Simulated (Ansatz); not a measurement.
# Pd (P6_3/mmc) in Ansatz: a series of runs

Runs on Pd. Level: LDA. Tasks: single point, equation of state.

Program: Ansatz 0.2.0. These are calculated values, not measurements. Logs are shortened: lines on timing, memory, paths and dates and some standing lists are left out, and cuts for length are marked.

### 1 The crystal as given

It takes space group P6_3/mmc (No. 194, hexagonal). The conventional cell has a = 2.784 Å, b = 2.784 Å, c = 4.629 Å, α = 90.00°, β = 90.00°, γ = 120.00°. Pd (site symmetry -6m2) has 12 Pd at 2.78 to 2.82 Å as nearest neighbours.

This isn't the form of Pd at room conditions, which is fcc.

### 2 Single point, LDA, 14.60 Å³/atom (volume scaled by 0.94)

File input.yaml:

```yaml
crystal:
  lattice:
    - [2.7268396102, 0.0, 0.0]
    - [-1.3634198051, 2.3615123745, 0.0]
    - [0.0, 0.0, 4.5343992815]
  atoms:
    - { symbol: Pd, position: [0.3333333333, 0.6666666667, 0.25] }
    - { symbol: Pd, position: [0.6666666667, 0.3333333333, 0.75] }
hamiltonian:
  xc: lda
  pseudopotentials: { kind: paw }
kpoints:
  mp_grid: { grid: [11, 11, 6] }
scf:
  occupations: { method: fermi_dirac, width: 0.05 }
output:
  forces: true
  stress: true
  eigenvalues: true
```

Potentials or basis: Ansatz PAW.

Run with:

```console
$ ansatz run input.yaml --threads 2 --pin off --max-ram 5632MiB --backend cpu --events-out ev --progress --plain --runs-dir out
```

The log of the run:

```text
Warning: RAYON_NUM_THREADS=2 ignored (pool sized by the plan → 2); use --threads N
Engine: ansatz 0.2.0, x86_64-unknown-linux-gnu
Pseudopotentials: kind: paw
Pseudopotential: Pd, paw, valence charge 18, recommended cutoff 420 eV (normal), Pd.paw.azcp
Functional definition: SPW92
  exchange = slater_x
  correlation = pw_c
Crystal: 2 atoms, lattice volume = 29.199 Å³
Basis set: ecut = 420 eV, 573 PW (Γ)
Bands: 22, of which v1, the nominal top of the filled ones, is band 18 counted from 1 (17 counted from 0)
Symmetry: 24 space group operations
Space group: P63/mmc (ITA 194), of the structure as read, at distance tolerance 3.1e-5 Å
k-points: 64 of 726
Non-local potential: Pd, projectors of the file, l = 0: 2, l = 1: 2, l = 2: 2, l = 3: 1
PAW form: soft (Blöchl's): semilocal exchange-correlation on the pseudo side does not see the compensation charge
PAW frozen core: Pd, regenerated for the run's functional, and the local potential with it (the file was generated under x = pbe(κ = 0.804, μ = 0.2195149727645171), c = pbe(β = 0.06672455060314922))
PAW one-centre angular grid: Pd, 590 points (default); XC on 64 Gauss nodes
Initial density: superposition of atomic densities (neutral atoms: chi_scale 0, normalization atom), corrected by the library's trained network
Initial wavefunctions: pseudopotential atomic-orbital guess
Functional: x = slater, c = lda
SCF iter   1: F=—  HF=-13689.094524 eV  |F-HF|=—  |Δ(HF+E_count)|=         —  Δρ=1.35e-2  dr2=3.84e-2  ethr=1.77e-3  ⟨swp⟩=5.8  Hψ=6397  notcnv=0
preconditioner: auto → Kerker (q_TF=auto, 2.825 Å⁻¹)  [metal: Δε(μ)=0.011 eV  Ē_g=9.476 eV  σ=0.050 eV  W_gap=0.05  n_scr=10 (ndim 8)  ℏωp=30.7 eV  f_vac=0.000  D(μ)=5.57/eV (n_scr^D=98)]
SCF iter   2: F=—  HF=-13689.085911 eV  |F-HF|=—  |Δ(HF+E_count)|=   8.61e-3  Δρ=5.55e-3  dr2=6.13e-3  ethr=1.07e-4  ⟨swp⟩=2.3  Hψ=2327  notcnv=0
SCF iter   3: F=—  HF=-13689.084120 eV  |F-HF|=—  |Δ(HF+E_count)|=   1.79e-3  Δρ=9.31e-4  dr2=1.36e-4  ethr=1.70e-5  ⟨swp⟩=2.1  Hψ=1820  notcnv=0
SCF iter   4: F=—  HF=-13689.084087 eV  |F-HF|=—  |Δ(HF+E_count)|=   3.38e-5  Δρ=1.40e-4  dr2=2.81e-6  ethr=3.77e-7  ⟨swp⟩=2.2  Hψ=1863  notcnv=0
SCF iter   5: F=—  HF=-13689.084089 eV  |F-HF|=—  |Δ(HF+E_count)|=   2.75e-6  Δρ=3.35e-5  dr2=2.04e-7  ethr=7.80e-9  ⟨swp⟩=1.6  Hψ=1836  notcnv=0
SCF iter   6: F=-13689.084089 eV  HF=-13689.084089 eV  |F-HF|=4.87e-9  |Δ(HF+E_count)|=   1.26e-8  Δρ=9.32e-6  dr2=1.85e-8  ethr=2.78e-10  ⟨swp⟩=3.9  Hψ=4285  notcnv=0
SCF 1 converged in 6 iterations: F = -13689.084089 eV  dr2 = 1.85e-8
SCF converged after 6 iterations
Free energy (F): -13689.084089 eV
Harris-Foulkes:  -13689.084089 eV  (|F-HF|=4.87e-9)
Internal energy: -13689.039489 eV  (E = F + TS)
E sigma→0 (E₀):  -13689.061789 eV
Entropy (-TS):   -0.044601 eV (-22.300 meV/atom)
Fermi energy:    19.750308 eV
--- Per-component energies (eV) ---
  E_band       = -275.543836
  E_kinetic    = 1027.073014
  E_local      = -3476.541061  (includes V_loc(G=0)·N_el)
  E_nonlocal   = 445.764542
  E_hartree    = 1407.236481
  E_xc         = -335.536996
  E_vxc        = -422.894764  (∫ρ·V_xc dr)
  E_paw        = -7245.382828  (= ΣΔE_a)
  E_vpaw       = -663.423571  (= ΣTr[D̂ρ^β])
  E_aug_tail   = 0.000421  (compensation charges beyond the density's cutoff)
  E_ewald      = -5513.014530
  E_core_change = 1.361468  (= ΣΔE_core)
  E_smearing   = -0.044601  (= −TS)
  E_closure    = -0.000000  (closes the sum)
  Σ components = -13689.084089   (vs F -13689.084089, Δ=0.00e0)
--- Forces (eV/Å), atoms counted from 1 ---
  atom   1  Pd     0.00000000     0.00000000     0.00000000
  atom   2  Pd    -0.00000000    -0.00000000     0.00000000
  max |Σ_I F_I| component: 0.00e0 eV/Å
--- Stress (GPa, compression-positive) ---
       -5.789522       0.000000       0.000000
       -0.000000      -5.789522       0.000000
        0.000000       0.000000      -5.184338
  P = ⅓ Tr σ = -5.5878 GPa (-55.878 kbar)
--- Band table (eV; the first three rows and the last of 64) ---
  k-point 0: bands = ["-64.2721", "-64.2188", "-30.1939", "-29.8886", "-29.8886", "-29.8331", "-29.8331", "-29.7830", "12.3870", "14.2818", "16.7101", "16.9202", "16.9202", "17.2870", "17.2870", "18.0094", "18.0094", "19.4994", "19.4994", "20.4874", "26.7332", "36.7364"]
  k-point 1: bands = ["-64.2686", "-64.2224", "-30.1669", "-29.8849", "-29.8849", "-29.8368", "-29.8368", "-29.8110", "12.6327", "14.3226", "16.6428", "16.8649", "16.8649", "17.2084", "17.2084", "18.1963", "18.1963", "19.4657", "19.4657", "19.4994", "28.0888", "36.3044"]
  k-point 2: bands = ["-64.2588", "-64.2322", "-30.0927", "-29.8873", "-29.8747", "-29.8747", "-29.8470", "-29.8470", "13.2971", "14.3556", "16.5337", "16.8161", "16.8161", "17.0333", "17.0333", "17.8408", "18.6023", "18.6023", "19.3220", "19.3220", "30.8729", "35.6362"]
  k-point 63: bands = ["-64.1989", "-64.1989", "-30.1783", "-30.1783", "-30.0861", "-30.0861", "-29.8810", "-29.8810", "15.3937", "15.3937", "16.0468", "16.0468", "16.8635", "16.8635", "17.9551", "17.9551", "19.5823", "19.5823", "26.0591", "26.0591", "28.4883", "28.4883"]
```

Wall time 5.7 s (2 threads of Intel Xeon at 2.50GHz (Skylake/Cascade Lake), shared host); peak memory 0.32 GiB.

Results:

```
Free energy            : -13689.0841 eV
Pressure               : -5.6 GPa
Band gap on the k mesh : none (metal or under the smearing width)
```

Caveat: the PAW data sets come from PBE, with cores solved anew for the run's functional, which leaves a small shift of forces and pressure.

### 3 Single point, LDA, 14.91 Å³/atom (volume scaled by 0.96)

Changes to input.yaml since step 2:

```diff
@@ -2,5 +2,5 @@
   lattice:
-    - [2.7268396102, 0.0, 0.0]
-    - [-1.3634198051, 2.3615123745, 0.0]
-    - [0.0, 0.0, 4.5343992815]
+    - [2.7460433387, 0.0, 0.0]
+    - [-1.3730216694, 2.3781432912, 0.0]
+    - [0.0, 0.0, 4.566332723]
   atoms:
```

Potentials or basis: Ansatz PAW.

Run with:

```console
$ ansatz run input.yaml --threads 2 --pin off --max-ram 5632MiB --backend cpu --events-out ev --progress --plain --runs-dir out
```

Wall time 5.5 s (2 threads of Intel Xeon at 2.50GHz (Skylake/Cascade Lake), shared host); peak memory 0.32 GiB.

It converged, with:

- Free energy: -13689.0548 eV
- Pressure: -9.4 GPa
- Band gap on the k mesh: none (metal or under the smearing width)

Caveat: the PAW data sets come from PBE, with cores solved anew for the run's functional, which leaves a small shift of forces and pressure.

### 4 Single point, LDA, 15.22 Å³/atom (volume scaled by 0.98)

Changes to input.yaml since step 3:

```diff
@@ -2,5 +2,5 @@
   lattice:
-    - [2.7460433387, 0.0, 0.0]
-    - [-1.3730216694, 2.3781432912, 0.0]
-    - [0.0, 0.0, 4.566332723]
+    - [2.7649821671, 0.0, 0.0]
+    - [-1.3824910836, 2.3945447978, 0.0]
+    - [0.0, 0.0, 4.597825668]
   atoms:
```

Run with:

```console
$ ansatz run input.yaml --threads 2 --pin off --max-ram 5632MiB --backend cpu --events-out ev --progress --plain --runs-dir out
```

Wall time 5.9 s (2 threads of Intel Xeon at 2.50GHz (Skylake/Cascade Lake), shared host); peak memory 0.32 GiB.

It converged, with:

```yaml
Free_energy: -13689.0116 eV
Pressure: -12.8 GPa
Band_gap_on_the_k_mesh: none (metal or under the smearing width)
```

Caveat: the PAW data sets come from PBE, with cores solved anew for the run's functional, which leaves a small shift of forces and pressure.

### 5 Single point, LDA, 15.53 Å³/atom

Changes to input.yaml since step 4:

```diff
@@ -2,5 +2,5 @@
   lattice:
-    - [2.7649821671, 0.0, 0.0]
-    - [-1.3824910836, 2.3945447978, 0.0]
-    - [0.0, 0.0, 4.597825668]
+    - [2.7836650458, 0.0, 0.0]
+    - [-1.3918325229, 2.4107246453, 0.0]
+    - [0.0, 0.0, 4.628893]
   atoms:
```

Run with:

```console
$ ansatz run input.yaml --threads 2 --pin off --max-ram 5632MiB --backend cpu --events-out ev --progress --plain --runs-dir out
```

Wall time 5.3 s (2 threads of Intel Xeon at 2.50GHz (Skylake/Cascade Lake), shared host); peak memory 0.32 GiB.

The run converged. Its results:

| Item | Value |
| --- | --- |
| Free energy | -13688.9563 eV |
| Pressure | -15.6 GPa |
| Band gap on the k mesh | none (metal or under the smearing width) |

Caveat: the PAW data sets come from PBE, with cores solved anew for the run's functional, which leaves a small shift of forces and pressure.

### 6 Single point, LDA, 15.84 Å³/atom (volume scaled by 1.02)

Changes to input.yaml since step 5:

```diff
@@ -2,5 +2,5 @@
   lattice:
-    - [2.7836650458, 0.0, 0.0]
-    - [-1.3918325229, 2.4107246453, 0.0]
-    - [0.0, 0.0, 4.628893]
+    - [2.8021004509, 0.0, 0.0]
+    - [-1.4010502255, 2.4266901745, 0.0]
+    - [0.0, 0.0, 4.6595488139]
   atoms:
```

Potentials or basis: Ansatz PAW.

Run with:

```console
$ ansatz run input.yaml --threads 2 --pin off --max-ram 5632MiB --backend cpu --events-out ev --progress --plain --runs-dir out
```

It took 6.1 s on 2 threads of Intel Xeon at 2.50GHz (Skylake/Cascade Lake), shared host; peak memory 0.32 GiB.

The run converged. Its results:

```
Free energy            : -13688.8907 eV
Pressure               : -18.1 GPa
Band gap on the k mesh : none (metal or under the smearing width)
```

Caveat: the PAW data sets come from PBE, with cores solved anew for the run's functional, which leaves a small shift of forces and pressure.

### 7 Single point, LDA, 16.15 Å³/atom (volume scaled by 1.04)

Changes to input.yaml since step 6:

```diff
@@ -2,5 +2,5 @@
   lattice:
-    - [2.8021004509, 0.0, 0.0]
-    - [-1.4010502255, 2.4266901745, 0.0]
-    - [0.0, 0.0, 4.6595488139]
+    - [2.8202964182, 0.0, 0.0]
+    - [-1.4101482091, 2.4424483444, 0.0]
+    - [0.0, 0.0, 4.6898064722]
   atoms:
```

Run with:

```console
$ ansatz run input.yaml --threads 2 --pin off --max-ram 5632MiB --backend cpu --events-out ev --progress --plain --runs-dir out
```

Wall time 6.5 s (2 threads of Intel Xeon at 2.50GHz (Skylake/Cascade Lake), shared host); peak memory 0.32 GiB.

It converged, with:

```
Free energy            : -13688.8162 eV
Pressure               : -20.3 GPa
Band gap on the k mesh : none (metal or under the smearing width)
```

Caveat: the PAW data sets come from PBE, with cores solved anew for the run's functional, which leaves a small shift of forces and pressure.

### 8 Single point, LDA, 16.46 Å³/atom (volume scaled by 1.06)

Changes to input.yaml since step 7:

```diff
@@ -2,5 +2,5 @@
   lattice:
-    - [2.8202964182, 0.0, 0.0]
-    - [-1.4101482091, 2.4424483444, 0.0]
-    - [0.0, 0.0, 4.6898064722]
+    - [2.838260574, 0.0, 0.0]
+    - [-1.419130287, 2.4580057597, 0.0]
+    - [0.0, 0.0, 4.7196786564]
   atoms:
```

Run with:

```console
$ ansatz run input.yaml --threads 2 --pin off --max-ram 5632MiB --backend cpu --events-out ev --progress --plain --runs-dir out
```

It took 6.9 s on 2 threads of Intel Xeon at 2.50GHz (Skylake/Cascade Lake), shared host; peak memory 0.32 GiB.

Results (log left out):

```
Free energy            : -13688.7340 eV
Pressure               : -22.1 GPa
Band gap on the k mesh : none (metal or under the smearing width)
```

Caveat: the PAW data sets come from PBE, with cores solved anew for the run's functional, which leaves a small shift of forces and pressure.

### 9 Equation of state, LDA

Potentials or basis: Ansatz PAW.

This step only gathers the single runs of the series.

Results:

```yaml
Equilibrium_volume: "14.22 Å³/atom (rough: see the caveat)"
Bulk_modulus_at_fixed_shape_and_positions: 226 GPa (rough)
```

Energy against volume, from the lowest point:
```csv
volume (Å³/atom),energy (meV/atom)
14.600,0.00
14.910,14.66
15.221,36.26
15.531,63.89
15.842,96.69
16.153,133.96
16.463,175.04
```

Caveat: the minimum lies outside the volumes run; the cell was scaled at fixed shape and fractional positions, which overstates the stiffness of a crystal with free parameters, most of all of layers and chains.
